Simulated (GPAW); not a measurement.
Runs of GPAW 26.7.0 on Al2O3. It takes space group Pnnm (No. 58, orthorhombic). The conventional cell has a = 4.674 Å, b = 9.689 Å, c = 3.161 Å, α = 90.00°, β = 90.00°, γ = 90.00°. Al (site symmetry m) has 4 O at 1.70 to 1.85 Å as nearest neighbours. O (site symmetry 2/m) has 2 Al at 1.70 Å as nearest neighbours. O (site symmetry m) is surrounded by 3 Al at 1.84 to 1.85 Å. Measurements of this composition are mostly on another form, of space group No. 167.

```tsv
task	level	potentials or basis	cell	k mesh	cutoff (eV)	smearing	response ecut	maxiter	response k mesh	response bands	kernels	mesh quality	gap on the mesh (eV)	pressure (GPa)	largest force (eV/Å)
dielectric tensor	LDA	the program's PAW data sets (release 1.2.1) made for this functional, pw	Pnnm, 14.32 Å³/atom	4 × 2 × 6	600	fermi-dirac 0.001 eV	80 eV	150	2 × 2 × 3	104	["RPA"]	coarse	3.14	-	-
single point	LDA	the program's PAW data sets (release 1.2.1) made for this functional, pw	Pnnm, 13.77 Å³/atom	4 × 2 × 6	600	fermi-dirac 0.05 eV	-	120	-	-	-	not flagged	3.40	-8.8	0.17
dielectric tensor	LDA	the program's PAW data sets (release 1.2.1) made for this functional, pw	Pnnm, 14.04 Å³/atom	4 × 2 × 6	600	fermi-dirac 0.001 eV	80 eV	150	2 × 2 × 3	104	["RPA"]	coarse	3.27	-	-
dielectric tensor	LDA	the program's PAW data sets (release 1.2.1) made for this functional, pw	Pnnm, 14.59 Å³/atom	4 × 2 × 6	600	fermi-dirac 0.001 eV	80 eV	150	2 × 2 × 3	104	["RPA"]	coarse	3.02	-	-
dielectric tensor	LDA	the program's PAW data sets (release 1.2.1) made for this functional, pw	Pnnm, 13.77 Å³/atom	4 × 2 × 6	600	fermi-dirac 0.001 eV	80 eV	150	2 × 2 × 3	104	["RPA"]	coarse	3.40	-	-
single point	PBE	GPAW PAW data sets (gpaw-data 1.2.1), pw	Pnnm, 13.77 Å³/atom	4 × 2 × 5	650	fermi-dirac 0.05 eV	-	120	-	-	-	coarse	(b)	-0.1	(a)
```

Alike in all rows: no spin polarisation.

Problem. Fill in the values left out.

Solution. (a) 0.20; (b) 3.55.

Caveats: some runs use coarse meshes; the long-wavelength limit can be off by a per cent or two (some runs); an odd mesh through Γ misses points on the zone boundary, where band edges often lie (some runs); the cutoff is short for stress and forces, so pressures can be off by a GPa or more (some runs).
